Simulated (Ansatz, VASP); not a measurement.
# LiF: VASP beside Ansatz

INCAR

```
SYSTEM = LiF
  ALGO = Normal
  EDIFF = 1E-6
  ENCUT = 520
  GGA = PE
  ISIF = 2
  ISMEAR = 0
  LASPH = .True.
  LCHARG = .True.
  LELF = .True.
  LREAL = .False.
  LVHAR = .True.
  LWAVE = .False.
  NBANDS = 12
  NELM = 80
  PREC = Accurate
  SIGMA = 0.05
```

KPOINTS

```
k-points
0
Gamma
  10 10 10
  0 0 0
```

Contents of POSCAR:

```
LiF
1.0
    0.0000000000      2.1197350000      2.0140000000
    2.1197350000      0.0000000000      2.0140000000
    2.1197350000      2.1197350000      0.0000000000
Li F
1 1
Direct
    0.0000000000      0.0000000000      0.0000000000
    0.5000000000      0.5000000000      0.5000000000
```

Input for Ansatz:

```yaml
crystal:
  lattice:
    - [0.0, 2.119735, 2.014]
    - [2.119735, 0.0, 2.014]
    - [2.119735, 2.119735, 0.0]
  atoms:
    - { symbol: Li, position: [0.0, 0.0, 0.0] }
    - { symbol: F, position: [0.5, 0.5, 0.5] }
basis:
  ecutwfc: 420
kpoints:
  mp_grid: { grid: [10, 10, 10] }
hamiltonian:
  xc: pbe
scf:
  occupations: { method: gaussian, width: 0.05 }
output:
  forces: true
  stress: true
  eigenvalues: true
  write_density: true
  write_potential: true
  elf: true
  volumetric_format: npy
```

Change from the starting cell: strain +0.0525 x Voigt [1, 1, 0, 0, 0, 0], atoms carried along.

Alike in both runs: task single point; functional PBE; k mesh 10 × 10 × 10; occupations gaussian, width 0.05 eV; no spin polarisation.

```csv
,VASP,Ansatz
version,VASP 6.6.1,Ansatz 0.2.0
potentials or method,"VASP PAW PBE potentials, release 64 (Li_sv, F)","scalar-relativistic, plane waves, PAW"
plane-wave cutoff (eV),520,420
valence electrons in the cell,10,10
```

```csv
,VASP,Ansatz,Ansatz less VASP
gap on the k mesh at the Fermi level (eV),8.19,8.19,+0.001
least direct gap on the mesh (eV),8.19,8.19,+0.001
```

 A k mesh can miss the band edges.
